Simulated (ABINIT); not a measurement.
# Beyond one shot: AlAs (F-43m), part 2 of 2

How far does self-consistency move the gap of AlAs (F-43m)?

ABINIT 10.8.3; PBE and many-body steps on it, plane waves. Known limits of the many-body steps: not at the basis limit; no spin-orbit coupling; coarse k mesh.

So far. Step 5 (evGW0, cycle 1): Against G0W0 in ABINIT (4×4×4 mesh, 131 bands, screening to 163.3 eV, Godby-Needs plasmon pole), the gap moves by +0.136 eV. This first cycle still uses the starting levels; it takes the full correction, at all points of the mesh, and its linearised value is 1.926 eV. Step 6 (evGW0, cycle 2): Against the cycle before, the gap moves by −0.056 eV.

**7. evGW0, cycle 3**

Level of this step: evGW0 on PBE, plane waves, norm-conserving pseudopotentials (ABINIT).

run.abi

```
acell 3*1.0 Angstrom
rprim 
  0.000000000000 2.830400000000 2.830400000000
  2.830400000000 0.000000000000 2.830400000000
  2.830400000000 2.830400000000 -0.000000000000
ntypat 2
znucl 13 33
natom 2
typat 1 2
xred 
  0.000000000000 0.000000000000 0.000000000000
  0.250000000000 0.250000000000 0.250000000000
pp_dirpath "pseudos"
pseudos "Al.upf, As.upf"
ecut 44
ngkpt 4 4 4
nshiftk 1
shiftk 0 0 0
kptopt 1
chksymbreak 0
istwfk *1
occopt 1
irdwfk 1
optdriver 4
nband 131
gwcalctyp 10
ecutsigx 44
symsigma 1
nkptgw 8
kptgw 
  0.0000000000 0.0000000000 0.0000000000
  0.2500000000 0.0000000000 0.0000000000
  0.5000000000 0.0000000000 0.0000000000
  0.2500000000 0.2500000000 0.0000000000
  0.5000000000 0.2500000000 0.0000000000
  -0.2500000000 0.2500000000 0.0000000000
  0.5000000000 0.5000000000 0.0000000000
  -0.2500000000 0.5000000000 0.2500000000
bdgw 
  11 17
  11 17
  11 17
  11 17
  11 17
  11 17
  11 17
  11 17
ecuteps 6
irdscr 1
ppmodel 1
irdqps 1
indata_prefix "in"
outdata_prefix "out"
tmpdata_prefix "tmp"
```

The run is started by

```console
OMP_NUM_THREADS=1 mpirun -n 4 abinit run.abi > log
```

The program printed:

```text
.Version 10.8.3 of ABINIT. v10.8.2 released Aug 2026.

 Symmetries : space group F-4 3 m (#216); Bravais cF (face-center cubic)
[... echo of the input left out ...]
== DATASET  1 ==================================================================
-   mpi_nproc: 4, omp_nthreads: 1 (-1 if OMP is not activated)

--- !DatasetInfo
iteration_state: {dtset: 1, }
dimensions: {natom: 2, nkpt: 8, mband: 131, nsppol: 1, nspinor: 1, nspden: 1, mpw: 4314, }
cutoff_energies: {ecut:  44.0, pawecutdg:  -1.0, }
[...]
.  kptgw no:  3; Maximum DeltaE = (   0.005   0.000) for band index:  7
[...]
.  kptgw no:  7; Maximum DeltaE = (  -0.004   0.000) for band index:  6
.  kptgw no:  8; Maximum DeltaE = (   0.003  -0.000) for band index:  1

== END DATASET(S) ==============================================================
================================================================================

 -outvars: echo values of variables after computation  --------
           etotal      0.0000000000E+00
            nband         131
             nkpt           8
          spgroup         216
 [... the other variables as echoed above ...]

 Calculation completed.
```

Wall time 73 s (4 MPI ranks of Arm Neoverse V1, shared host); peak memory 1.1 GiB.

This step gave:

```yaml
quasiparticle_gap_on_the_mesh: 2.009 eV
gap_of_the_density_functional_on_the_mesh: 1.436 eV
k_of_the_valence_top: 0, 0, 0
k_of_the_conduction_bottom: 0.5, 0.5, 0
least_direct_quasiparticle_gap_on_the_computed_points: 2.892 eV
```

Against the cycle before, the gap moves by +0.003 eV.

**8. Screening, 4×4×4 mesh, 131 bands, screening to 163.3 eV**

This step: RPA screening on PBE, plane waves, norm-conserving pseudopotentials.

run.abi

```
acell 3*1.0 Angstrom
rprim 
  0.000000000000 2.830400000000 2.830400000000
  2.830400000000 0.000000000000 2.830400000000
  2.830400000000 2.830400000000 -0.000000000000
ntypat 2
znucl 13 33
natom 2
typat 1 2
xred 
  0.000000000000 0.000000000000 0.000000000000
  0.250000000000 0.250000000000 0.250000000000
pp_dirpath "pseudos"
pseudos "Al.upf, As.upf"
ecut 44
ngkpt 4 4 4
nshiftk 1
shiftk 0 0 0
kptopt 1
chksymbreak 0
istwfk *1
occopt 1
irdwfk 1
optdriver 3
nband 131
ecuteps 6
inclvkb 2
awtr 1
symchi 1
gwcalctyp 10
mbpt_sciss 0.852 eV
nqptdm 1
qptdm 
  0 0 0
indata_prefix "in"
outdata_prefix "out"
tmpdata_prefix "tmp"
```

The program printed:

```text
.Version 10.8.3 of ABINIT. v10.8.2 released Aug 2026.

 Symmetries : space group F-4 3 m (#216); Bravais cF (face-center cubic)
[... echo of the input left out ...]
== DATASET  1 ==================================================================
-   mpi_nproc: 4, omp_nthreads: 1 (-1 if OMP is not activated)

--- !DatasetInfo
iteration_state: {dtset: 1, }
dimensions: {natom: 2, nkpt: 8, mband: 131, nsppol: 1, nspinor: 1, nspden: 1, mpw: 4314, }
cutoff_energies: {ecut:  44.0, pawecutdg:  -1.0, }
electrons: {nelect:   2.60000000E+01, charge:   0.00000000E+00, occopt:   1.00000000E+00, tsmear:   1.00000000E-02, }

 SCREENING: Calculation of the susceptibility and dielectric matrices

 Based on a program developped by R.W. Godby, V. Olevano, G. Onida, and L. Reining.
 Incorporated in ABINIT by V. Olevano, G.-M. Rignanese, and M. Torrent.
.Using double precision arithmetic ; gwpc =  8

[... cell and pseudopotentials left out ...]
--------------------------------------------------------------------------------

 ==== K-mesh for the wavefunctions ====
 Number of points in the irreducible wedge :     8
[... list of points left out ...]
 Together with 24 symmetry operations and time-reversal symmetry
 yields    64 points in the full Brillouin Zone.

 ==== Q-mesh for the screening function ====
 Number of points in the irreducible wedge :     8
[... list of points left out ...]
 Together with 24 symmetry operations and time-reversal symmetry
 yields    64 points in the full Brillouin Zone.

 setmesh: FFT mesh size selected  =    32x   32x   32
          total number of points  =        32768

 vcoul_init : cutoff-mode = AUXILIARY_FUNCTION
 q-points for optical limit:   1
     1)      0.000010    0.000020    0.000030

 Dielectric matrix will be calculated only for some
 selected q points provided by the user through the input variables
 nqptdm and qptdm

- screening: taking advantage of time-reversal symmetry
- Maximum band index for partially occupied states nbvw = 13
- Remaining bands to be divided among processors   nbcw = 118
- Number of bands treated by each node ~29

 rdqps: reading QP wavefunctions of the previous step
        looking for file in_QPS
 file not found, 1st iteration initialized with KS eigenelements

 screening : performing a first self-consistency
 update of the energies in W by a scissor operator
 applying a scissor operator of [eV] :   0.852

 Number of electrons calculated from density =   26.0000; Expected =   26.0000
 average of density, n =  0.084958
 r_s =    1.4111
 omega_plasma =   28.1162 [eV]

 calculating chi0 at frequencies [eV] :
  1    0.000000E+00    0.000000E+00
  2    0.000000E+00    2.811624E+01

--------------------------------------------------------------------------------
  q-point number  1        q = ( 0.000000, 0.000000, 0.000000) [r.l.u.]
--------------------------------------------------------------------------------
[... chi0 elements left out ...]
 For q-point:  0.000010 0.000020 0.000030
  dielectric constant =  11.7752
  dielectric constant without local fields =  13.0751

  Average fulfillment of the sum rule on Im[epsilon] for q-point    1 :     47.46  [%]
[... wings left out ...]
== END DATASET(S) ==============================================================
================================================================================

 -outvars: echo values of variables after computation  --------
           etotal      0.0000000000E+00
            nband         131
             nkpt           8
          spgroup         216
 [... the other variables as echoed above ...]

 Calculation completed.
```

The job ended after 8.4 s (4 MPI ranks; peak memory 0.86 GiB).

This step gave:

```
ε∞ with local fields, on this mesh, along the program's q direction : 11.78
the same without local fields                                       : 13.08
plasma frequency                                                    : 28.12 eV
plane waves in the screening matrix                                 : 181
```

This screening uses the functional's bands under a rigid shift, the mean opening of the cycle before.

**9. Screening, 4×4×4 mesh, 131 bands, screening to 163.3 eV**

This step: RPA screening on PBE from quasiparticle energies, plane waves, norm-conserving pseudopotentials.

run.abi, as its differences from that of step 8:

```diff
@@ -29,7 +29,13 @@
 symchi 1
+irdqps 1
 gwcalctyp 10
-mbpt_sciss 0.852 eV
-nqptdm 1
+nqptdm 7
 qptdm 
-  0 0 0
+  0.2500000000 0.0000000000 0.0000000000
+  0.5000000000 0.0000000000 0.0000000000
+  0.2500000000 0.2500000000 0.0000000000
+  0.5000000000 0.2500000000 0.0000000000
+  -0.2500000000 0.2500000000 0.0000000000
+  0.5000000000 0.5000000000 0.0000000000
+  -0.2500000000 0.5000000000 0.2500000000
 indata_prefix "in"
```

mrgscr.stdin

```
2
merged
q0_SCR
out_SCR
1
```

The run is started by

```console
OMP_NUM_THREADS=1 mpirun -n 4 abinit run.abi > log; mrgscr < mrgscr.stdin
```

The program printed:

```text
.Version 10.8.3 of ABINIT. v10.8.2 released Aug 2026.

 Symmetries : space group F-4 3 m (#216); Bravais cF (face-center cubic)
[... echo of the input left out ...]
== DATASET  1 ==================================================================
-   mpi_nproc: 4, omp_nthreads: 1 (-1 if OMP is not activated)

--- !DatasetInfo
iteration_state: {dtset: 1, }
dimensions: {natom: 2, nkpt: 8, mband: 131, nsppol: 1, nspinor: 1, nspden: 1, mpw: 4314, }
cutoff_energies: {ecut:  44.0, pawecutdg:  -1.0, }
[...]
q-point number  1        q = ( 0.250000, 0.000000, 0.000000) [r.l.u.]
--------------------------------------------------------------------------------
[... chi0 elements left out ...]
  Average fulfillment of the sum rule on Im[epsilon] for q-point    2 :     54.31  [%]

--------------------------------------------------------------------------------
  q-point number  2        q = ( 0.500000, 0.000000, 0.000000) [r.l.u.]
--------------------------------------------------------------------------------
[... chi0 elements left out ...]
  Average fulfillment of the sum rule on Im[epsilon] for q-point    3 :     51.00  [%]

 [... 5 further q-points ...]
```

Wall time 32 s (4 MPI ranks); peak memory 1.1 GiB.

This step gave:

| Property | Result |
| --- | --- |
| plasma frequency | 28.12 eV |
| plane waves in the screening matrix | 181 |

This screening reads the quasiparticle levels of the cycle before.

**10. evGW, cycle 1**

This step: evGW on PBE, plane waves, norm-conserving pseudopotentials.

run.abi, as its differences from that of step 9:

```diff
@@ -23,12 +23,10 @@
 irdwfk 1
-optdriver 3
+optdriver 4
 nband 131
-ecuteps 6
-inclvkb 2
-awtr 1
-symchi 1
-irdqps 1
 gwcalctyp 10
-nqptdm 7
-qptdm 
+ecutsigx 44
+symsigma 1
+nkptgw 8
+kptgw 
+  0.0000000000 0.0000000000 0.0000000000
   0.2500000000 0.0000000000 0.0000000000
@@ -40,2 +38,15 @@
   -0.2500000000 0.5000000000 0.2500000000
+bdgw 
+  11 17
+  11 17
+  11 17
+  11 17
+  11 17
+  11 17
+  11 17
+  11 17
+ecuteps 6
+irdscr 1
+ppmodel 1
+irdqps 1
 indata_prefix "in"
```

The run is started by

```console
OMP_NUM_THREADS=1 mpirun -n 4 abinit run.abi > log
```

The program printed:

```text
.Version 10.8.3 of ABINIT. v10.8.2 released Aug 2026.

 Symmetries : space group F-4 3 m (#216); Bravais cF (face-center cubic)
[... echo of the input left out ...]
== DATASET  1 ==================================================================
-   mpi_nproc: 4, omp_nthreads: 1 (-1 if OMP is not activated)

--- !DatasetInfo
iteration_state: {dtset: 1, }
dimensions: {natom: 2, nkpt: 8, mband: 131, nsppol: 1, nspinor: 1, nspden: 1, mpw: 4314, }
cutoff_energies: {ecut:  44.0, pawecutdg:  -1.0, }
[...]
.  kptgw no:  3; Maximum DeltaE = (  -0.045  -0.000) for band index:  6
[...]
.  kptgw no:  7; Maximum DeltaE = (  -0.047  -0.000) for band index:  6
.  kptgw no:  8; Maximum DeltaE = (   0.089   0.000) for band index:  1

== END DATASET(S) ==============================================================
================================================================================

 -outvars: echo values of variables after computation  --------
           etotal      0.0000000000E+00
            nband         131
             nkpt           8
          spgroup         216
 [... the other variables as echoed above ...]

 Calculation completed.
```

Run time: 73 s. Hardware: 4 MPI ranks; peak memory 1.1 GiB; 4.9 min of CPU time.

This step gave:

- quasiparticle gap on the mesh: 2.142 eV
- gap of the density functional on the mesh: 1.436 eV
- k of the valence top: 0, 0, 0
- k of the conduction bottom: 0.5, 0.5, 0
- least direct quasiparticle gap on the computed points: 3.023 eV

Against G0W0 in ABINIT (4×4×4 mesh, 131 bands, screening to 163.3 eV, Godby-Needs plasmon pole), the gap moves by +0.216 eV.

**11. Screening, 4×4×4 mesh, 131 bands, screening to 163.3 eV**

This step: RPA screening on PBE, plane waves, norm-conserving pseudopotentials.

run.abi

```
acell 3*1.0 Angstrom
rprim 
  0.000000000000 2.830400000000 2.830400000000
  2.830400000000 0.000000000000 2.830400000000
  2.830400000000 2.830400000000 -0.000000000000
ntypat 2
znucl 13 33
natom 2
typat 1 2
xred 
  0.000000000000 0.000000000000 0.000000000000
  0.250000000000 0.250000000000 0.250000000000
pp_dirpath "pseudos"
pseudos "Al.upf, As.upf"
ecut 44
ngkpt 4 4 4
nshiftk 1
shiftk 0 0 0
kptopt 1
chksymbreak 0
istwfk *1
occopt 1
irdwfk 1
optdriver 3
nband 131
ecuteps 6
inclvkb 2
awtr 1
symchi 1
gwcalctyp 10
mbpt_sciss 0.999 eV
nqptdm 1
qptdm 
  0 0 0
indata_prefix "in"
outdata_prefix "out"
tmpdata_prefix "tmp"
```

The program printed:

```text
.Version 10.8.3 of ABINIT. v10.8.2 released Aug 2026.

 Symmetries : space group F-4 3 m (#216); Bravais cF (face-center cubic)
[... echo of the input left out ...]
== DATASET  1 ==================================================================
-   mpi_nproc: 4, omp_nthreads: 1 (-1 if OMP is not activated)

--- !DatasetInfo
iteration_state: {dtset: 1, }
dimensions: {natom: 2, nkpt: 8, mband: 131, nsppol: 1, nspinor: 1, nspden: 1, mpw: 4314, }
cutoff_energies: {ecut:  44.0, pawecutdg:  -1.0, }
[...]
[... chi0 elements left out ...]
 For q-point:  0.000010 0.000020 0.000030
  dielectric constant =  11.4500
  dielectric constant without local fields =  12.6941

  Average fulfillment of the sum rule on Im[epsilon] for q-point    1 :     47.64  [%]
[... wings left out ...]
== END DATASET(S) ==============================================================
================================================================================

 -outvars: echo values of variables after computation  --------
           etotal      0.0000000000E+00
            nband         131
             nkpt           8
          spgroup         216
 [... the other variables as echoed above ...]

 Calculation completed.
```

The job ended after 8.4 s (4 MPI ranks; peak memory 0.86 GiB; 33 s of CPU time).

Numbers from this step:

* ε∞ with local fields, on this mesh, along the program's q direction: 11.45
* the same without local fields: 12.69
* plasma frequency: 28.12 eV
* plane waves in the screening matrix: 181

This screening uses the functional's bands under a rigid shift, the mean opening of the cycle before.

**12. Screening, 4×4×4 mesh, 131 bands, screening to 163.3 eV**

This step: RPA screening on PBE from quasiparticle energies, plane waves, norm-conserving pseudopotentials.

run.abi, as its differences from that of step 11:

```diff
@@ -29,7 +29,13 @@
 symchi 1
+irdqps 1
 gwcalctyp 10
-mbpt_sciss 0.999 eV
-nqptdm 1
+nqptdm 7
 qptdm 
-  0 0 0
+  0.2500000000 0.0000000000 0.0000000000
+  0.5000000000 0.0000000000 0.0000000000
+  0.2500000000 0.2500000000 0.0000000000
+  0.5000000000 0.2500000000 0.0000000000
+  -0.2500000000 0.2500000000 0.0000000000
+  0.5000000000 0.5000000000 0.0000000000
+  -0.2500000000 0.5000000000 0.2500000000
 indata_prefix "in"
```

mrgscr.stdin is that of step 9.

The run is started by

```console
OMP_NUM_THREADS=1 mpirun -n 4 abinit run.abi > log; mrgscr < mrgscr.stdin
```

The program printed:

```text
.Version 10.8.3 of ABINIT. v10.8.2 released Aug 2026.

 Symmetries : space group F-4 3 m (#216); Bravais cF (face-center cubic)
[... echo of the input left out ...]
== DATASET  1 ==================================================================
-   mpi_nproc: 4, omp_nthreads: 1 (-1 if OMP is not activated)

--- !DatasetInfo
iteration_state: {dtset: 1, }
dimensions: {natom: 2, nkpt: 8, mband: 131, nsppol: 1, nspinor: 1, nspden: 1, mpw: 4314, }
cutoff_energies: {ecut:  44.0, pawecutdg:  -1.0, }
[...]
q-point number  1        q = ( 0.250000, 0.000000, 0.000000) [r.l.u.]
--------------------------------------------------------------------------------
[... chi0 elements left out ...]
  Average fulfillment of the sum rule on Im[epsilon] for q-point    2 :     54.74  [%]

--------------------------------------------------------------------------------
  q-point number  2        q = ( 0.500000, 0.000000, 0.000000) [r.l.u.]
--------------------------------------------------------------------------------
[... chi0 elements left out ...]
  Average fulfillment of the sum rule on Im[epsilon] for q-point    3 :     51.20  [%]

 [... 5 further q-points ...]
```

Elapsed: 33 s, on 4 MPI ranks; peak memory 1.1 GiB; 2.2 min of CPU time.

Numbers from this step:

```
plasma frequency                    : 28.12 eV
plane waves in the screening matrix : 181
```

This screening reads the quasiparticle levels of the cycle before.

**13. evGW, cycle 2**

This step: evGW on PBE, plane waves, norm-conserving pseudopotentials.

run.abi, as its differences from that of step 12:

```diff
@@ -23,12 +23,10 @@
 irdwfk 1
-optdriver 3
+optdriver 4
 nband 131
-ecuteps 6
-inclvkb 2
-awtr 1
-symchi 1
-irdqps 1
 gwcalctyp 10
-nqptdm 7
-qptdm 
+ecutsigx 44
+symsigma 1
+nkptgw 8
+kptgw 
+  0.0000000000 0.0000000000 0.0000000000
   0.2500000000 0.0000000000 0.0000000000
@@ -40,2 +38,15 @@
   -0.2500000000 0.5000000000 0.2500000000
+bdgw 
+  11 17
+  11 17
+  11 17
+  11 17
+  11 17
+  11 17
+  11 17
+  11 17
+ecuteps 6
+irdscr 1
+ppmodel 1
+irdqps 1
 indata_prefix "in"
```

The run is started by

```console
OMP_NUM_THREADS=1 mpirun -n 4 abinit run.abi > log
```

The program printed:

```text
.Version 10.8.3 of ABINIT. v10.8.2 released Aug 2026.

 Symmetries : space group F-4 3 m (#216); Bravais cF (face-center cubic)
[... echo of the input left out ...]
== DATASET  1 ==================================================================
-   mpi_nproc: 4, omp_nthreads: 1 (-1 if OMP is not activated)

--- !DatasetInfo
iteration_state: {dtset: 1, }
dimensions: {natom: 2, nkpt: 8, mband: 131, nsppol: 1, nspinor: 1, nspden: 1, mpw: 4314, }
cutoff_energies: {ecut:  44.0, pawecutdg:  -1.0, }
[...]
.  kptgw no:  3; Maximum DeltaE = (   0.004   0.000) for band index:  7
[...]
.  kptgw no:  7; Maximum DeltaE = (   0.003   0.000) for band index:  1
.  kptgw no:  8; Maximum DeltaE = (  -0.004  -0.000) for band index:  6

== END DATASET(S) ==============================================================
================================================================================

 -outvars: echo values of variables after computation  --------
           etotal      0.0000000000E+00
            nband         131
             nkpt           8
          spgroup         216
 [... the other variables as echoed above ...]

 Calculation completed.
```

It took 73 s on 4 MPI ranks; peak memory 1.1 GiB.

Numbers from this step:

* quasiparticle gap on the mesh: 2.152 eV
* gap of the density functional on the mesh: 1.436 eV
* k of the valence top: 0, 0, 0
* k of the conduction bottom: 0.5, 0.5, 0
* least direct quasiparticle gap on the computed points: 3.031 eV

Against the cycle before, the gap moves by +0.010 eV.

**14. The runs together**

Times are wall times on 4 MPI ranks of Arm Neoverse V1, shared host, good to a factor of about two. A run's time includes the screening step that it read.

```tsv
run	mesh	bands	screening cutoff (eV)	DFT gap (eV)	gap on the mesh (eV)	direct (eV)	ε∞ used	time
G0W0	4×4×4	131	163.3	1.436	1.926	2.787	14.22	47 s
evGW0, cycle 1	4×4×4	131	163.3	1.436	2.062	2.987	14.22	1.8 min
evGW0, cycle 2	4×4×4	131	163.3	1.436	2.006	2.882	14.22	1.8 min
evGW0, cycle 3	4×4×4	131	163.3	1.436	2.009	2.892	14.22	1.8 min
evGW, cycle 1	4×4×4	131	163.3	1.436	2.142	3.023	11.78	1.9 min
evGW, cycle 2	4×4×4	131	163.3	1.436	2.152	3.031	11.45	1.9 min
```

**15. Results**

| Item | Value |
| --- | --- |
| G0W0 | 1.926 eV |
| evGW0, cycle 1 | 2.062 eV |
| evGW0, cycle 2 | 2.006 eV |
| evGW0, cycle 3 | 2.009 eV |
| evGW, cycle 1 | 2.142 eV |
| evGW, cycle 2 | 2.152 eV |
| known limits | not at the basis limit; no spin-orbit coupling; coarse k mesh |

What this shows: Only the bands that the input lists are updated; the others, empty or deep, keep the functional's energies or take a rigid shift. The evGW loop starts from the last levels of evGW0, so its cycles and time come on top of those. evGW0 ends at 2.01 eV, +0.08 eV from G0W0, after 3 cycles that took 3.7 min beside the first screening; the last moved the gap by 0.003 eV. evGW ends at 2.15 eV, +0.23 eV from G0W0, after 2 cycles that took 3.8 min beside the first screening; the last moved the gap by 0.010 eV. The first cycle of evGW0 takes the full correction, without the factor Z, so it overshoots the one-shot value. Against experiment, by evGW, cycle 2: the direct gap of 3.03 eV lies +0.01 eV from the measured 3.018 eV (direct, 300 K, quoted 2023). An exciton line or allowed optical edge lies below the quasiparticle gap by the binding energy; a forbidden edge can push the onset above it. These are gaps on the mesh, at modest bands and cutoff. The calculation has static nuclei and no excitons; a measured gap holds zero-point and thermal motion, which mostly lowers it. Bands and cutoff are finite, so the gap is not at the basis limit. The miss can reach some tenths of an eV and take either sign; the mesh is an error of its own. The 4×4×4 mesh is coarse for this cell, which bears on the long-range parts of exchange and screening. In the updated screening the q = 0 part is built from Kohn-Sham bands under a rigid shift, the other q from the quasiparticle levels. The many-body steps are scalar-relativistic: spin-orbit coupling is not in them.

[Paths, hosts, dates, memory and timing lines, banners, echoed tables and standing remarks are left out of the program output.]

[Logs are printed without paths, hosts, clocks, repeated set-up lines and the standing remarks that a program may print on its own settings, such as how far it seeks lower states.]

[Runs of the session that timed out or met a known fault of the program may be left out.]

[Hosts, paths, dates, database ids (printed as entryN), source tags and the programs' standing remarks are cut or masked in the printed files.]

[G0W0 gaps are taken among the corrected bands and points alone; a level outside them can change the order at an edge.]

[Where Ansatz stands beside ABINIT at settings called matched, ABINIT's density can come from a denser mesh and the files from another edition; pairs whose starting gaps differed by over 0.03 eV were left out, so agreement reads better than it is.]
